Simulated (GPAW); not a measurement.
# BeS (F-43m) in GPAW: convergence with smearing function

Aim: find how far smearing function must go before the results for BeS settle, at RPBE. This setting moves, with any that are tied to it; all else stays.

Program: GPAW 26.7.0. These are calculated values, not measurements. Logs are shortened: lines on timing, memory, paths and dates and some standing lists are left out, and cuts for length are marked. The log counts tension as positive stress, the text compression.

### 1 The structure

It takes space group F-43m (No. 216, cubic). The conventional cell has a = 4.850 Å, b = 4.850 Å, c = 4.850 Å, α = 90.00°, β = 90.00°, γ = 90.00°. Around S (site symmetry -43m) lie 4 Be at 2.10 Å. Be (site symmetry -43m) has 4 S at 2.10 Å as nearest neighbours.

### 2 With smearing function fermi-dirac

Contents of run.py:

```python
from ase.dft.bandgap import bandgap
from ase.io import read, write
from ase.units import GPa
from gpaw import GPAW, PW

atoms = read('BeS.xyz')

calc = GPAW(mode=PW(800),
            xc='RPBE',
            kpts={'size': (9, 9, 9), 'gamma': True},
            occupations={'name': 'fermi-dirac', 'width': 0.1},
            nbands=11,
            convergence={'density': 1e-05, 'energy': 1e-05},
            maxiter=100,
            txt='gpaw.txt')
atoms.calc = calc
energy = atoms.get_potential_energy()
forces = atoms.get_forces()
stress = atoms.get_stress()
calc.write('gs.gpw')
write('result.traj', atoms)
print(f'Energy: {energy:.6f} eV')
print('Forces (eV/A):')
print(forces.round(4))
print('Stress (GPa):', (stress / GPa).round(3))
print('Fermi level:', round(calc.get_fermi_level(), 4), 'eV')
print(f'Gap: {bandgap(calc)[0]:.4f} eV, direct: {bandgap(calc, direct=True)[0]:.4f} eV')
```

Contents of BeS.xyz:

```xyz
2
Lattice="0.0000000000 2.4250000000 2.4250000000 2.4250000000 0.0000000000 2.4250000000 2.4250000000 2.4250000000 0.0000000000" Properties=species:S:1:pos:R:3 pbc="T T T"
S      3.6375000000      3.6375000000      3.6375000000
Be     0.0000000000      0.0000000000      0.0000000000
```

Potentials or basis: the program's PAW data sets (release 1.2.1) made for this functional, pw.

Run with:

```
> OMP_NUM_THREADS=1 python run.py
```

Run time: 12 s. Hardware: 1 thread of Arm Neoverse V1, shared host; peak memory 0.15 GiB.

Results (log left out):

```yaml
Free_energy: -9.2868 eV
Pressure: 4.7 GPa
Band_gap_on_the_k_mesh: 3.31 eV, indirect (least direct gap 5.71 eV)
```

### 3 With smearing function gaussian

run.py: that of step 2 with these lines changed.

```diff
@@ -10,3 +10,3 @@
             kpts={'size': (9, 9, 9), 'gamma': True},
-            occupations={'name': 'fermi-dirac', 'width': 0.1},
+            occupations={'name': 'methfessel-paxton', 'order': 0, 'width': 0.1},
             nbands=11,
```

BeS.xyz is that of step 2.

Potentials or basis: the program's PAW data sets (release 1.2.1) made for this functional, pw.

Run with:

```
> OMP_NUM_THREADS=1 python run.py
```

Run time: 12 s. Hardware: 1 thread of Arm Neoverse V1, shared host; peak memory 0.15 GiB.

The run converged. Its results:

```yaml
Free_energy: -9.2868 eV
Pressure: 4.7 GPa
Band_gap_on_the_k_mesh: 3.31 eV, indirect (least direct gap 5.71 eV)
```

### 4 With smearing function marzari-vanderbilt

run.py: that of step 3 with these lines changed.

```diff
@@ -10,3 +10,3 @@
             kpts={'size': (9, 9, 9), 'gamma': True},
-            occupations={'name': 'methfessel-paxton', 'order': 0, 'width': 0.1},
+            occupations={'name': 'marzari-vanderbilt', 'width': 0.1},
             nbands=11,
```

BeS.xyz is that of step 3.

Run with:

```
> OMP_NUM_THREADS=1 python run.py
```

It took 12 s on 1 thread of Arm Neoverse V1, shared host; peak memory 0.15 GiB.

The run converged. Its results:

```
Free energy            : -9.2868 eV
Pressure               : 4.7 GPa
Band gap on the k mesh : 3.31 eV, indirect (least direct gap 5.71 eV)
```

### 5 With smearing function methfessel-paxton

run.py: that of step 4 with these lines changed.

```diff
@@ -10,3 +10,3 @@
             kpts={'size': (9, 9, 9), 'gamma': True},
-            occupations={'name': 'marzari-vanderbilt', 'width': 0.1},
+            occupations={'name': 'methfessel-paxton', 'width': 0.1, 'order': 1},
             nbands=11,
```

BeS.xyz is that of step 4.

Run with:

```
> OMP_NUM_THREADS=1 python run.py
```

Wall time 13 s (1 thread of Arm Neoverse V1, shared host); peak memory 0.15 GiB.

The run converged. Its results:

| Quantity | Value |
| --- | --- |
| Free energy | -9.2868 eV |
| Pressure | 4.7 GPa |
| Band gap on the k mesh | 3.31 eV, indirect (least direct gap 5.71 eV) |

### 6 With smearing function tetrahedron-method

run.py: that of step 5 with these lines changed.

```diff
@@ -10,3 +10,3 @@
             kpts={'size': (9, 9, 9), 'gamma': True},
-            occupations={'name': 'methfessel-paxton', 'width': 0.1, 'order': 1},
+            occupations={'name': 'tetrahedron-method'},
             nbands=11,
```

BeS.xyz is that of step 5.

Potentials or basis: the program's PAW data sets (release 1.2.1) made for this functional, pw.

Run with:

```
> OMP_NUM_THREADS=1 python run.py
```

Run time: 12 s. Hardware: 1 thread of Arm Neoverse V1, shared host; peak memory 0.15 GiB.

Results (log left out):

```yaml
Free_energy: -9.2868 eV
Pressure: 4.7 GPa
Band_gap_on_the_k_mesh: 3.31 eV, indirect (least direct gap 5.71 eV)
```

### 7 With smearing function improved-tetrahedron-method

run.py: that of step 6 with these lines changed.

```diff
@@ -10,3 +10,3 @@
             kpts={'size': (9, 9, 9), 'gamma': True},
-            occupations={'name': 'tetrahedron-method'},
+            occupations={'name': 'improved-tetrahedron-method'},
             nbands=11,
```

BeS.xyz is that of step 6.

Run with:

```
> OMP_NUM_THREADS=1 python run.py
```

It took 13 s on 1 thread of Arm Neoverse V1, shared host; peak memory 0.15 GiB.

Results (log left out):

* Free energy: -9.2868 eV
* Pressure: 4.7 GPa
* Band gap on the k mesh: 3.31 eV, indirect (least direct gap 5.71 eV)

### 8 With smearing function fixed

run.py: that of step 7 with these lines changed.

```diff
@@ -10,3 +10,3 @@
             kpts={'size': (9, 9, 9), 'gamma': True},
-            occupations={'name': 'improved-tetrahedron-method'},
+            occupations={'width': 0.0},
             nbands=11,
```

BeS.xyz is that of step 7.

Potentials or basis: the program's PAW data sets (release 1.2.1) made for this functional, pw.

Run with:

```
> OMP_NUM_THREADS=1 python run.py
```

gpaw.txt:

```text
__  _  _
 | _ |_)|_||  |
 |__||  | ||/\| - 26.7.0

Input parameters:
  mode=PW(ecut=800.0),
  convergence={'density': 1e-05, 'energy': 1e-05},
  kpts=MonkhorstPack(size=(9, 9, 9), gamma=True),
  maxiter=100,
  nbands=11,
  occupations=Occupations(width=0.0),
  xc=XC(name='RPBE')

Diagonalizing LCAO Hamiltonian
Converting LCAO to pw mode

                   S

       Be

Atoms  # Å, Bohr magnetons
|   | symbol |        x |        y |        z |    initial magnetic moments |
|---|--------|----------|----------|----------|-----------------------------|
| 0 |      S | 3.637500 | 3.637500 | 3.637500 | ( 0.0000,  0.0000,  0.0000) |
| 1 |     Be | 0.000000 | 0.000000 | 0.000000 | ( 0.0000,  0.0000,  0.0000) |

Unit cell  # Å
| periodic |        x |        y |        z |  lengths |    angles |
|----------|----------|----------|----------|----------|-----------|
|      yes | 0.000000 | 2.425000 | 2.425000 | 3.429468 | 60.000000 |
|      yes | 2.425000 | 0.000000 | 2.425000 | 3.429468 | 60.000000 |
|      yes | 2.425000 | 2.425000 | 0.000000 | 3.429468 | 60.000000 |

Number of symmetries: 24
Symmetry operations  # r_c * U_cc + t_c -> r_c
|    | kind |            matrix            |
|----|------|------------------------------|
|  0 |  E   |  1, 0, 0,  0, 1, 0,  0, 0, 1 |
|  1 |  σ   |  1, 0, 0,  0, 0, 1,  0, 1, 0 |
|  2 |  σ   |  1, 0,-1,  0, 1,-1,  0, 0,-1 |
|  3 |  C3  |  1, 0,-1,  0, 0,-1,  0, 1,-1 |
|  4 |  C3  |  1,-1, 0,  0,-1, 1,  0,-1, 0 |
|  5 |  σ   |  1,-1, 0,  0,-1, 0,  0,-1, 1 |
|  6 |  σ   |  0, 1, 0,  1, 0, 0,  0, 0, 1 |
|  7 |  C3  |  0, 1, 0,  0, 0, 1,  1, 0, 0 |
|  8 |  C2  |  0, 1,-1,  1, 0,-1,  0, 0,-1 |
|  9 |  S4  |  0, 1,-1,  0, 0,-1,  1, 0,-1 |
| 10 |  C3  |  0, 0, 1,  1, 0, 0,  0, 1, 0 |
| 11 |  σ   |  0, 0, 1,  0, 1, 0,  1, 0, 0 |
| 12 |  S4  |  0, 0,-1,  1, 0,-1,  0, 1,-1 |
| 13 |  C3  |  0, 0,-1,  0, 1,-1,  1, 0,-1 |
| 14 |  S4  |  0,-1, 1,  1,-1, 0,  0,-1, 0 |
| 15 |  C2  |  0,-1, 1,  0,-1, 0,  1,-1, 0 |
| 16 |  C3  |  0,-1, 0,  1,-1, 0,  0,-1, 1 |
| 17 |  S4  |  0,-1, 0,  0,-1, 1,  1,-1, 0 |
| 18 |  S4  | -1, 1, 0, -1, 0, 1, -1, 0, 0 |
| 19 |  C3  | -1, 1, 0, -1, 0, 0, -1, 0, 1 |
| 20 |  C3  | -1, 0, 1, -1, 1, 0, -1, 0, 0 |
| 21 |  S4  | -1, 0, 1, -1, 0, 0, -1, 1, 0 |
| 22 |  σ   | -1, 0, 0, -1, 1, 0, -1, 0, 1 |
| 23 |  C2  | -1, 0, 0, -1, 0, 1, -1, 1, 0 |

BZ-sampling:
  Number of BZ points: 729
  Number of IBZ points: 35

  Monkhorst-Pack size: [9, 9, 9]
  Monkhorst-Pack shift: [0, 0, 0]

K-points  # in reciprocal-cell coordinates
|     |                                coordinates |     weight |
|-----|--------------------------------------------|------------|
|   0 | (  0.00000000,   0.00000000,   0.00000000) | 0.00137174 |
|   1 | (  0.11111111,   0.11111111,   0.00000000) | 0.00823045 |
|   2 | (  0.11111111,   0.11111111,   0.11111111) | 0.01097394 |
|   3 | (  0.22222222,   0.11111111,   0.11111111) | 0.01646091 |
|   4 | (  0.22222222,   0.22222222,   0.00000000) | 0.00823045 |
|   5 | (  0.22222222,   0.22222222,   0.11111111) | 0.03292181 |
|   6 | (  0.22222222,   0.22222222,   0.22222222) | 0.01097394 |
|   7 | (  0.33333333,   0.22222222,   0.11111111) | 0.03292181 |
|   8 | (  0.33333333,   0.22222222,   0.22222222) | 0.03292181 |
|   9 | (  0.33333333,   0.33333333,  -0.33333333) | 0.01646091 |
| ... |                                            |            |
|  34 | (  0.44444444,   0.44444444,   0.44444444) | 0.01097394 |

Plane wave coefficients: 1484
Cutoff: 800.0 eV

Spin-components: 1 (collinear spins)
Bands:           11
Projectors:      8
Spin-degeneracy: 2
Datatype:        complex128

Parallelization:
  kpt:    1
  domain: 1
  band:   1

Density:
  Valence electrons: 8.0
  Components: 1
  Grid points: [24 24 24]
  Charge: 0.0  # |e|

Potential:
  Grid points: [24 24 24]

species:
  S:
    name:    Sulfur
    Z:       16.0
    valence: 6
    core:    10
    charge:  0.0  # [|e|]
    compensation charges:
      type: gauss
      rc: 0.24  # [Å]
      lmax: 2
    cutoffs:
      filter: 1.77  # [Å]
      core: 1.66  # [Å]
    projectors
    | kind |    occ | energy [eV] | rcut [Å] |
    |------|--------|-------------|----------|
    |   3s |  2.000 |     -17.247 |    0.974 |
    |   3p |  4.000 |      -6.991 |    0.979 |
    |    s |        |       9.964 |    0.974 |
    |    p |        |      20.220 |    0.979 |
    |    d |        |       0.000 |    0.900 |

    Using partial waves for S as LCAO basis

  Be:
    name:    Beryllium
    Z:       4.0
    valence: 2
    core:    2
    charge:  0.0  # [|e|]
    compensation charges:
      type: gauss
      rc: 0.25  # [Å]
      lmax: 2
    cutoffs:
      filter: 1.42  # [Å]
      core: 1.77  # [Å]
    projectors
    | kind |    occ | energy [eV] | rcut [Å] |
    |------|--------|-------------|----------|
    |   2s |  2.000 |      -5.629 |    0.794 |
    |   2p |  0.000 |      -2.014 |    0.794 |
    |    s |        |      21.582 |    0.794 |

    Using partial waves for Be as LCAO basis

Reference energy: -11260.786337  # eV

eigensolver:
  PPCG
  Converge bands: occupied
  niter=2

density mixing:
  MSR1-Mixer
  Pratt-step length: 0.05
  Maximum mixing coefficient: 0.75
  Old densities: 10
  SVD Regularization: 0.005
  Good broyden scale: 1.0
  Trust region scale: 1.0
  Backstep threshold: 4.0
  History deletion threshold: 6.0
  Fourier metric: weight=20.0, sigma=0.015

occupation numbers:
  # Zero width

poisson solver:
  ecut: 6400.0  # eV

xc functional:
  name: RPBE with 2 nearest neighbor stencil

convergence criteria:
- Maximum integral of absolute [dens]ity change: 1e-05 electrons / valence electron
- Maximum [total energy] change in last 3 cyles: 1e-05 eV / valence electron
- Maximum integral of absolute [eigenst]ate change: 4e-08 eV^2 / valence electron
maximum number of iterations: 100

SCF iterations
|iter     | |      energy | eigst |  dens |
|---------|-|-------------|-------|-------|
|iter:   1| |   -9.381236 | -0.04 |       |
|iter:   2| |   -9.367279 | -2.27 | -0.93 |
|iter:   3| |   -9.280911 | -2.07 | -0.96 |
|iter:   4| |   -9.285935 | -3.14 | -1.55 |
|iter:   5| |   -9.286682 | -4.35 | -2.16 |
|iter:   6| |   -9.286787 | -5.22 | -2.62 |
|iter:   7| |   -9.286787 | -7.11 | -3.73 |
|iter:   8| |   -9.286788c| -7.90c| -4.14 |
|iter:   9| |   -9.286788c| -8.55c| -5.22c|

Converged in 9 steps
Energy contributions relative to reference atoms: (reference = -11260.786337)

Energy contributions:
  Kinetic:          12.428440
  Coulomb:         -11.433047
  Zero:              0.052312
  External:          0.000000
  Xc:              -10.334493
  Entropy:           0.000000
  Spinorbit:         0.000000
  ----------------------------
  Free energy:      -9.286788
  Extrapolated:     -9.286788

dipole moment: (-1.706507, -1.706507, -1.706507)  # |e|*Ang

Fermi level: 6.427
Eigenvalues  # (at kpt = [0.000, 0.000, 0.000])
| band index |      eig [eV] | occ [0-2] |
|------------|---------------|-----------|
|          0 |        -8.927 |     2.000 |
|          1 |         4.773 |     2.000 |
|          2 |         4.773 |     2.000 |
|          3 |         4.773 |     2.000 |
|          4 |        10.483 |     0.000 |
|          5 |        10.483 |     0.000 |
|          6 |        10.483 |     0.000 |
|          7 |        10.795 |     0.000 |
|          8 |        17.431 |     0.000 |
|          9 |        17.431 |     0.000 |
|         10 |        19.866 |     0.000 |

Gap: 3.308 eV
Transition (v -> c):
  (s=0, k=0, n=3, [0.00, 0.00, 0.00]) -> (s=0, k=30, n=4, [0.44, 0.44, 0.00])
Direct/indirect transitions are different
Direct gap: 5.709 eV
Transition at: (s=0, k=0, n=3, [0.00, 0.00, 0.00])

Forces  # eV/Ang
|        x |        y |       z |
|----------|----------|---------|
|  0.00000 | -0.00000 | 0.00000 |  # S    0
| -0.00000 | -0.00000 | 0.00000 |  # Be   1

Stress tensor  # eV/Ang^3
|         x |         y |         z |
|-----------|-----------|-----------|
| -0.029298 |  0.000000 |  0.000000 |
|  0.000000 | -0.029298 |  0.000000 |
|  0.000000 |  0.000000 | -0.029298 |

# Writing to gs.gpw (mode='')
```

It took 13 s on 1 thread of Arm Neoverse V1, shared host; peak memory 0.15 GiB.

Results:

```yaml
Free_energy: -9.2868 eV
Pressure: 4.7 GPa
Band_gap_on_the_k_mesh: 3.31 eV, indirect (least direct gap 5.71 eV)
```

### 9 Summary

```csv
smearing function,"energy less the tightest run, at zero smearing (meV/atom)",SCF cycles,CPU time (s),peak memory (GiB)
fermi-dirac,0.00,9,12,0.15
gaussian,0.00,9,12,0.15
marzari-vanderbilt,0.00,9,12,0.15
methfessel-paxton,0.00,9,13,0.15
tetrahedron-method,0.00,9,12,0.15
improved-tetrahedron-method,0.00,9,13,0.15
fixed,0.00,9,13,0.15
```

Against the tightest run, the energy stays within 1 meV/atom from fermi-dirac on. The tightest run that finished is the yardstick and may itself not be fully converged.

Caveats: an odd mesh through Γ misses points on the zone boundary, where band edges often lie.
